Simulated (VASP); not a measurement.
# Si3Ge (I-42d) in VASP: notebook

One crystal, Si3Ge, is run at these levels: PBE; tasks: equation of state.

All numbers are computed with VASP 6.6.1; they aren't measurements. Logs are shortened: lines on timing, memory, paths and dates and some standing lists are left out, and cuts for length are marked.

### 1 The crystal as given

It takes space group I-42d (No. 122, tetragonal). Conventional cell: a = 5.532 Å, b = 5.532 Å, c = 11.062 Å, α = 90.00°, β = 90.00°, γ = 90.00°. Around Si (site symmetry -4) lie 4 Si at 2.37 Å. Si (site symmetry 2) has 2 Si at 2.37 Å and 2 Ge at 2.42 Å as nearest neighbours. Ge (site symmetry -4) is surrounded by 4 Si at 2.42 Å.

The cell was built by a generator and needn't be a form met in nature.

### 2 Equation of state, PBE, 21.15 Å³/atom

File INCAR:

```
SYSTEM = Si3Ge
ALGO     = Normal         ! electronic algorithm
EDIFF    = 1E-6           ! SCF threshold, eV
EDIFFG   = -0.02          ! ionic threshold
ENCUT    = 520            ! plane-wave cutoff, eV
GGA      = PE             ! functional
IBRION   = 2              ! ionic algorithm
ISIF     = 4              ! what is computed and relaxed
ISMEAR   = 0              ! smearing method
KPAR     = 4            
LASPH    = .TRUE.         ! aspherical terms in the spheres
LCHARG   = .FALSE.        ! write CHGCAR
LREAL    = .FALSE.        ! projectors in reciprocal space
LWAVE    = .FALSE.        ! write WAVECAR
NELM     = 100            ! most SCF steps
NSW      = 30             ! ionic steps
PREC     = Accurate       ! precision mode
SIGMA    = 0.1            ! smearing width, eV
```

File KPOINTS:

```
k-points
0
G
  8 8 8
  0 0 0
```

File POSCAR:

```
Si3Ge
1.0
   -2.7657700000      2.7657700000      5.5308800000
    2.7657700000     -2.7657700000      5.5308800000
    2.7657700000      2.7657700000     -5.5308800000
Si Ge
6 2
Direct
    0.5000000000      0.5000000000      0.0000000000
    0.6168780000      0.6250000000      0.4918780000
    0.1331220000      0.1250000000      0.5081220000
    0.2500000000      0.7500000000      0.5000000000
    0.8750000000      0.3831220000      0.0081220000
    0.3750000000      0.8668780000      0.9918780000
    0.0000000000      0.0000000000      0.0000000000
    0.7500000000      0.2500000000      0.5000000000
```

Potentials or basis: VASP PAW PBE potentials, release 64 (Si, Ge_d).

Command:

```
$ cat potpaw_PBE.64/Si/POTCAR potpaw_PBE.64/Ge_d/POTCAR > POTCAR
$ mpirun -np 4 vasp_std > vasp.out
```

OUTCAR:

```text
SYSTEM = Si3Ge
   EDIFF = 1E-6
   EDIFFG = -0.02
   ENCUT = 520
   GGA = PE
   IBRION = 2
   ISIF = 4
   ISMEAR = 0
   LASPH = .TRUE.
   LREAL = .FALSE.
   NELM = 100
   NSW = 30
   PREC = Accurate

 ion  position               nearest neighbor table
   1  0.500  0.500  0.000-   2 2.37   3 2.37   5 2.37   6 2.37
   2  0.617  0.625  0.492-   1 2.37   4 2.37   7 2.42   8 2.42
   3  0.133  0.125  0.508-   1 2.37   4 2.37   8 2.42   7 2.42
   4  0.250  0.750  0.500-   2 2.37   3 2.37   5 2.37   6 2.37
   5  0.875  0.383  0.008-   1 2.37   4 2.37   7 2.42   8 2.42
   6  0.375  0.867  0.992-   1 2.37   4 2.37   8 2.42   7 2.42
   7  0.000  0.000  0.000-   2 2.42   5 2.42   6 2.42   3 2.42
   8  0.750  0.250  0.500-   6 2.42   2 2.42   3 2.42   5 2.42

  LATTYP: Found a body centered tetragonal cell.
 ALAT       =     5.5315400000
 C/A-ratio  =     1.9997613684

  Lattice vectors:

 A1 = (  -2.7657700000,   2.7657700000,   5.5308800000)
 A2 = (   2.7657700000,  -2.7657700000,   5.5308800000)
 A3 = (   2.7657700000,   2.7657700000,  -5.5308800000)

Analysis of symmetry for initial positions (statically):
=====================================================================
 Subroutine PRICEL returns:
 Original cell was already a primitive cell.

 Routine SETGRP: Setting up the symmetry group for a
 body centered tetragonal supercell.

 Subroutine GETGRP returns: Found  8 space group operations
 (whereof  4 operations were pure point group operations)
 out of a pool of 16 trial point group operations.

The static configuration has the point symmetry S_4 .
 The point group associated with its full space group is D_2d.

Analysis of symmetry for dynamics (positions and initial velocities):
=====================================================================
 Subroutine PRICEL returns:
 Original cell was already a primitive cell.

 Routine SETGRP: Setting up the symmetry group for a
 body centered tetragonal supercell.

 Subroutine GETGRP returns: Found  8 space group operations
 (whereof  4 operations were pure point group operations)
 out of a pool of 16 trial point group operations.

The dynamic configuration has the point symmetry S_4 .
 The point group associated with its full space group is D_2d.

 Subroutine INISYM returns: Found  8 space group operations
 (whereof  4 operations are pure point group operations),
 and found     1 'primitive' translations

----------------------------------------------------------------------------------------

                                     Primitive cell

  volume of cell :     169.2335

  direct lattice vectors                    reciprocal lattice vectors
    -2.765770000  2.765770000  5.530880000     0.000000000  0.180781482  0.090401527
     2.765770000 -2.765770000  5.530880000     0.180781482  0.000000000  0.090401527
     2.765770000  2.765770000 -5.530880000     0.180781482  0.180781482  0.000000000

  length of vectors
     6.774186369  6.774186369  6.774186369     0.202124666  0.202124666  0.255663624

  position of ions in fractional coordinates (direct lattice)
     0.500000000  0.500000000  0.000000000
     0.616878000  0.625000000  0.491878000
     0.133122000  0.125000000  0.508122000
     0.250000000  0.750000000  0.500000000
     0.875000000  0.383122000  0.008122000
     0.375000000  0.866878000  0.991878000
     0.000000000  0.000000000  0.000000000
     0.750000000  0.250000000  0.500000000

  ion indices of the primitive-cell ions
   primitive index   ion index
                 1           1
                 2           2
                 3           3
                 4           4
                 5           5
                 6           6
                 7           7
                 8           8

----------------------------------------------------------------------------------------

 KPOINTS: k-points

Automatic generation of k-mesh.
 Grid dimensions read from file:
 generate k-points for:    8    8    8

 Generating k-lattice:

  Cartesian coordinates                     Fractional coordinates (reciprocal lattice)
     0.000000000  0.022597685  0.011300191     0.125000000  0.000000000  0.000000000
     0.022597685  0.000000000  0.011300191     0.000000000  0.125000000  0.000000000
     0.022597685  0.022597685  0.000000000     0.000000000  0.000000000  0.125000000

  Length of vectors
     0.025265583  0.025265583  0.031957953

  Shift w.r.t. Gamma in fractional coordinates (k-lattice)
     0.000000000  0.000000000  0.000000000

 Subroutine IBZKPT returns following result:
 ===========================================

 Found     59 irreducible k-points:

 Following reciprocal coordinates:
            Coordinates               Weight
  0.000000  0.000000  0.000000      1.000000
  0.125000  0.000000 -0.000000      8.000000
  0.250000  0.000000 -0.000000      8.000000
  0.375000  0.000000 -0.000000      8.000000
  0.500000  0.000000 -0.000000      4.000000
  0.125000  0.125000 -0.000000      8.000000
[... 16 lines left out ...]
  0.250000  0.125000  0.125000     16.000000
  0.375000  0.125000  0.125000      8.000000
 [... further k-points ...]
   k-points           NKPTS =     59   k-points in BZ     NKDIM =     59   number of bands    NBANDS=     31
   number of dos      NEDOS =    301   number of ions     NIONS =      8
   total plane-waves  NPLWV = 125000
   dimension x,y,z NGX =    50 NGY =   50 NGZ =   50
   dimension x,y,z NGXF=   100 NGYF=  100 NGZF=  100
   ions per type =               6   2
   NGX,Y,Z   is equivalent  to a cutoff of  12.27, 12.27, 12.27 a.u.
   NGXF,Y,Z  is equivalent  to a cutoff of  24.54, 24.54, 24.54 a.u.
 SYSTEM =  Si3Ge
   PREC   = accura    normal or accurate (medium, high low for compatibility)
   ISTART =      0    job   : 0-new  1-cont  2-samecut
   ICHARG =      2    charge: 1-file 2-atom 10-const
   ISPIN  =      1    spin polarized calculation?
   LNONCOLLINEAR =      F non collinear calculations
   LSORBIT =      F    spin-orbit coupling
   LASPH  =      T    aspherical Exc in radial PAW
   ENCUT  =  520.0 eV  38.22 Ry    6.18 a.u.  12.60 12.60 12.60*2*pi/ulx,y,z
   NELM   =    100;   NELMIN=  2; NELMDL= -5     # of ELM steps
   EDIFF  = 0.1E-05   stopping-criterion for ELM
   LREAL  =      F    real-space projection
   EDIFFG = -.2E-01   stopping-criterion for IOM
   NSW    =     30    number of steps for IOM
   IBRION =      2    ionic relax: 0-MD 1-quasi-New 2-CG
   NFREE  =      1    steps in history (QN), initial steepest desc. (CG)
   ISIF   =      4    stress and relaxation
   ISYM   =      2    0-nonsym 1-usesym 2-fastsym
   POTIM  = 0.5000    time-step for ionic-motion
   TEBEG  =    0.0;   TEEND  =   0.0 temperature during run
   PSTRESS=    0.0 pullay stress
   NELECT =      52.0000    total number of electrons
   NUPDOWN=      -1.0000    fix difference up-down
   EMIN   =  10.00;   EMAX   =-10.00  energy-range for DOS
   EFERMI =   0.00;   METHOD = LEGACY
   ISMEAR =     0;   SIGMA  =   0.10  broadening in eV -4-tet -1-fermi 0-gaus
   EFERMI_NEDOS =   21; number of points for ismear=-14 and -15
   IALGO  =     38    algorithm
   IMIX   =      4    mixing-type and parameters
     AMIX     =   0.40;   BMIX     =  1.00
     AMIX_MAG =   1.60;   BMIX_MAG =  1.00
  volume/ion in A,a.u.               =      21.15       142.76
  Fermi-wavevector in a.u.,A,eV,Ry     =   1.104707  2.087594 16.604249  1.220378
  Thomas-Fermi vector in A             =   2.241184
   LORBIT       =      0    0 simple, 1 ext, 2 COOP (PROOUT), +10 PAW based schemes
   GGA     = PE    functional components
   LHFCALC =     F    Hartree Fock is set to
   AEXX    =    0.0000 exact exchange contribution
   IVDW    =     0    specifies the selected vdW correction
   LEPSILON=     F    determine dielectric tensor
   LRPA    =     F    only Hartree local field effects (RPA)
 conjugate gradient relaxation of ions
 non-spin polarized calculation
 Gauss-broadening in eV      SIGMA  =   0.10
  energy-cutoff  :      520.00
  volume of cell :      169.23
 maximum number of plane-waves:      4586
   NGX = 25   NGY = 25   NGZ = 25

 number of electron      52.0000006 magnetization

 Free energy of the ion-electron system (eV)
  ---------------------------------------------------
  ext. energy  EPLUGINS =         0.00000000
  ---------------------------------------------------
  free energy    TOTEN  =       -41.48672287 eV

  energy without entropy =      -41.48672278  energy(sigma->0) =      -41.48672282

 E-fermi :   5.6575     XC(G=0):  -9.4602

 val. band max:        5.3605537062   @ k =   0.0000   0.0000   0.0000
 cond. band min:       5.9569118079   @ k =  -0.1250  -0.1250   0.1250
 fundamental gap:      0.5963581017
 Fermi energy:         5.6574933692

 k-point     1 :       0.0000    0.0000    0.0000
  band No.  band energies     occupation
      1     -18.8584      2.00000
      2     -18.8584      2.00000
      3     -18.8571      2.00000
      4     -18.8536      2.00000
      5     -18.8517      2.00000
      6     -18.8517      2.00000
[... 23 lines left out ...]
     30       7.8835      0.00000
     31       7.8954      0.00000

 k-point     2 :       0.1250    0.0000   -0.0000
  band No.  band energies     occupation
      1     -18.8586      2.00000
      2     -18.8582      2.00000
      3     -18.8570      2.00000
      4     -18.8537      2.00000
      5     -18.8520      2.00000
      6     -18.8516      2.00000
[... 23 lines left out ...]
     30       7.8762      0.00000
     31       8.1916      0.00000

 k-point     3 :       0.2500    0.0000   -0.0000
  band No.  band energies     occupation
      1     -18.8589      2.00000
      2     -18.8577      2.00000
      3     -18.8568      2.00000
      4     -18.8539      2.00000
      5     -18.8526      2.00000
      6     -18.8513      2.00000
[... 23 lines left out ...]
     30       7.6954      0.00000
     31       8.2983      0.00000

 k-point     4 :       0.3750    0.0000   -0.0000
  band No.  band energies     occupation
      1     -18.8591      2.00000
      2     -18.8571      2.00000
      3     -18.8566      2.00000
      4     -18.8541      2.00000
      5     -18.8535      2.00000
      6     -18.8510      2.00000
[... 23 lines left out ...]
     30       8.4505      0.00000
     31       8.6675      0.00000

 k-point     5 :       0.5000    0.0000   -0.0000
  band No.  band energies     occupation
      1     -18.8592      2.00000
      2     -18.8568      2.00000
      3     -18.8564      2.00000
      4     -18.8542      2.00000
      5     -18.8539      2.00000
      6     -18.8509      2.00000
[... 23 lines left out ...]
     30       8.3000      0.00000
     31       8.9303      0.00000
[... 542 lines left out ...]
     30       7.7437      0.00000
     31       8.7798      0.00000

 k-point    22 :       0.1250    0.1250    0.1250
  band No.  band energies     occupation
      1     -18.8580      2.00000
      2     -18.8580      2.00000
      3     -18.8565      2.00000
      4     -18.8542      2.00000
      5     -18.8524      2.00000
      6     -18.8524      2.00000
[... 23 lines left out ...]
     30       7.5955      0.00000
     31       8.5530      0.00000

 k-point    23 :       0.2500    0.1250    0.1250
  band No.  band energies     occupation
      1     -18.8583      2.00000
      2     -18.8573      2.00000
      3     -18.8564      2.00000
      4     -18.8543      2.00000
      5     -18.8533      2.00000
      6     -18.8521      2.00000
[... 23 lines left out ...]
     30       7.5748      0.00000
     31       8.5606      0.00000

 k-point    24 :       0.3750    0.1250    0.1250
  band No.  band energies     occupation
      1     -18.8584      2.00000
      2     -18.8569      2.00000
      3     -18.8563      2.00000
      4     -18.8542      2.00000
      5     -18.8538      2.00000
      6     -18.8520      2.00000
[... 23 lines left out ...]
     30       8.2443      0.00000
     31       8.5136      0.00000

 [... further k-points ...]

------------------------ aborting loop because EDIFF is reached ----------------------------------------

  FORCE on cell =-STRESS in cart. coord.  units (eV):
  Direction    XX          YY          ZZ          XY          YZ          ZX
  --------------------------------------------------------------------------------------
  -------------------------------------------------------------------------------------
  Total       -0.0207323     -0.0207323     -0.0190444      0.0000000      0.0000000      0.0000000
  in kB       -0.1962781     -0.1962781     -0.1802981      0.0000000      0.0000000      0.0000000
  external PRESSURE =      -0.1909515 kB  Pullay stress =       0.0000000 kB

 VOLUME and BASIS-vectors are now :
 -----------------------------------------------------------------------------
  energy-cutoff  :      520.00
  volume of cell :      169.23
      direct lattice vectors                 reciprocal lattice vectors
    -2.765770000  2.765770000  5.530880000     0.000000000  0.180781482  0.090401527
     2.765770000 -2.765770000  5.530880000     0.180781482  0.000000000  0.090401527
     2.765770000  2.765770000 -5.530880000     0.180781482  0.180781482  0.000000000

 POSITION                                       TOTAL-FORCE (eV/Angst)
 -----------------------------------------------------------------------------------
      0.00000      0.00000      5.53088        -0.000000      0.000000     -0.000000
      1.38288      1.33796      4.14816        -0.000000     -0.003833     -0.000000
      1.38288      1.42781     -1.38272        -0.000000      0.003833     -0.000000
      2.76577      0.00000      2.76544        -0.000000      0.000000     -0.000000
     -1.33796      1.38288      6.91360         0.003833      0.000000     -0.000000
      4.10373      1.38288      1.38272        -0.003833      0.000000     -0.000000
      0.00000      0.00000      0.00000        -0.000000      0.000000     -0.000000
      0.00000      2.76577      2.76544        -0.000000      0.000000      0.000000
 -----------------------------------------------------------------------------------
    total drift:                               -0.000009     -0.000009     -0.000005

  FREE ENERGIE OF THE ION-ELECTRON SYSTEM (eV)
  ---------------------------------------------------
  free  energy   TOTEN  =       -41.4867228671 eV

  energy  without entropy=      -41.4867227794  energy(sigma->0) =      -41.48672282

 reached required accuracy - stopping structural energy minimisation
```

It took 87 s on 4 MPI ranks of Intel Xeon Platinum 8488C (Sapphire Rapids), shared host; peak memory 0.5 GiB.

Results:

* Free energy: -41.4867 eV
* Pressure: 0.0 GPa
* Largest force: 0.004 eV/Å
* Band gap on the k mesh: 0.60 eV, indirect (least direct gap 0.67 eV)

### 3 Equation of state, PBE, 20.52 Å³/atom (volume scaled by 0.97)

INCAR is that of step 2.

KPOINTS is that of step 2.

Edit POSCAR of step 2 so:

```diff
@@ -2,5 +2,5 @@
 1.0
-   -2.7657700000      2.7657700000      5.5308800000
-    2.7657700000     -2.7657700000      5.5308800000
-    2.7657700000      2.7657700000     -5.5308800000
+   -2.7378310191      2.7378310191      5.4750087054
+    2.7378310191     -2.7378310191      5.4750087054
+    2.7378310191      2.7378310191     -5.4750087054
 Si Ge
```

Potentials or basis: VASP PAW PBE potentials, release 64 (Si, Ge_d).

Command:

```
$ cat potpaw_PBE.64/Si/POTCAR potpaw_PBE.64/Ge_d/POTCAR > POTCAR
$ mpirun -np 4 vasp_std > vasp.out
```

It took 2.2 min on 4 MPI ranks of Intel Xeon Platinum 8488C (Sapphire Rapids), shared host; peak memory 0.49 GiB.

Results (log left out):

- Free energy: -41.4457 eV
- Pressure: 2.6 GPa
- Largest force: 0.008 eV/Å
- Band gap on the k mesh: 0.54 eV, indirect (least direct gap 0.61 eV)

### 4 Equation of state, PBE, 21.79 Å³/atom (volume scaled by 1.03)

INCAR is that of step 3.

KPOINTS is that of step 3.

Edit POSCAR of step 3 so:

```diff
@@ -2,5 +2,5 @@
 1.0
-   -2.7378310191      2.7378310191      5.4750087054
-    2.7378310191     -2.7378310191      5.4750087054
-    2.7378310191      2.7378310191     -5.4750087054
+   -2.7931556424      2.7931556424      5.5856447497
+    2.7931556424     -2.7931556424      5.5856447497
+    2.7931556424      2.7931556424     -5.5856447497
 Si Ge
```

Command:

```
$ cat potpaw_PBE.64/Si/POTCAR potpaw_PBE.64/Ge_d/POTCAR > POTCAR
$ mpirun -np 4 vasp_std > vasp.out
```

Run time: 2.4 min. Hardware: 4 MPI ranks of Intel Xeon Platinum 8488C (Sapphire Rapids), shared host; peak memory 0.55 GiB.

The run converged. Its results:

```
Free energy            : -41.4501 eV
Pressure               : -2.3 GPa
Largest force          : 0.015 eV/Å
Band gap on the k mesh : 0.64 eV, indirect (least direct gap 0.72 eV)
```

### 5 Equation of state, PBE, 19.88 Å³/atom (volume scaled by 0.94)

INCAR is that of step 4.

KPOINTS is that of step 4.

Edit POSCAR of step 4 so:

```diff
@@ -2,5 +2,5 @@
 1.0
-   -2.7931556424      2.7931556424      5.5856447497
-    2.7931556424     -2.7931556424      5.5856447497
-    2.7931556424      2.7931556424     -5.5856447497
+   -2.7093098719      2.7093098719      5.4179732170
+    2.7093098719     -2.7093098719      5.4179732170
+    2.7093098719      2.7093098719     -5.4179732170
 Si Ge
```

Command:

```
$ cat potpaw_PBE.64/Si/POTCAR potpaw_PBE.64/Ge_d/POTCAR > POTCAR
$ mpirun -np 4 vasp_std > vasp.out
```

It took 2.3 min on 4 MPI ranks of Intel Xeon Platinum 8488C (Sapphire Rapids), shared host; peak memory 0.48 GiB.

It converged, with:

```yaml
Free_energy: -41.3133 eV
Pressure: 5.8 GPa
Largest_force: 0.020 eV/Å
Band_gap_on_the_k_mesh: 0.49 eV, indirect (least direct gap 0.55 eV)
```

### 6 Equation of state, PBE, 22.42 Å³/atom (volume scaled by 1.06)

INCAR is that of step 5.

KPOINTS is that of step 5.

Edit POSCAR of step 5 so:

```diff
@@ -2,5 +2,5 @@
 1.0
-   -2.7093098719      2.7093098719      5.4179732170
-    2.7093098719     -2.7093098719      5.4179732170
-    2.7093098719      2.7093098719     -5.4179732170
+   -2.8200145559      2.8200145559      5.6393561673
+    2.8200145559     -2.8200145559      5.6393561673
+    2.8200145559      2.8200145559     -5.6393561673
 Si Ge
```

Potentials or basis: VASP PAW PBE potentials, release 64 (Si, Ge_d).

Command:

```
$ cat potpaw_PBE.64/Si/POTCAR potpaw_PBE.64/Ge_d/POTCAR > POTCAR
$ mpirun -np 4 vasp_std > vasp.out
```

Wall time 3.1 min (4 MPI ranks of Intel Xeon Platinum 8488C (Sapphire Rapids), shared host); peak memory 0.56 GiB.

The run converged. Its results:

| Item | Value |
| --- | --- |
| Free energy | -41.3479 eV |
| Pressure | -4.2 GPa |
| Largest force | 0.012 eV/Å |
| Band gap on the k mesh | 0.69 eV, indirect (least direct gap 0.76 eV) |
